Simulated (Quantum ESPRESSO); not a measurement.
The system is GaN.

```
Ga N
1.0
     0.00000    2.25350    2.25350
     2.25350    0.00000    2.25350
     2.25350    2.25350    0.00000
Ga N
1 1
Direct
  0.00000 0.00000 0.00000
  0.25000 0.25000 0.25000
```

The cell is a database's computed one.

* Program: Quantum ESPRESSO 7.5
* Task: phonons
* Functional: vdW-DF-cx
* Potentials or basis: PseudoDojo 0.4.1 SR PBE standard
* Cutoff: 1143 eV
* Density cutoff: 4572 eV
* k mesh: 8 × 8 × 8, shifted
* Occupations: fermi-dirac, width 0.05 eV
* Spin: no spin polarisation
* Mixing beta: 0.5
* Most SCF iterations: 120
* SCF threshold: 4e-10 Ry

The first run showed a gap, so the response started from a second, tighter run with fixed occupations.

The run gives a transverse optical frequency of 537 cm⁻¹, an electronic dielectric constant of 6.04 and Born charges of ±2.68 e.

Task: What are the longitudinal frequency and the static dielectric constant?

Result: The longitudinal mode lies at 713 cm⁻¹, 176 cm⁻¹ over the transverse one, and the static constant is 10.64. The two agree with the Lyddane-Sachs-Teller relation: (713/537)² = 1.76 and 10.64/6.04 = 1.76.

Caveat: before the sum rule the acoustic modes lie tens of cm⁻¹ from zero, a sign that the density grid also shifts the optical modes.
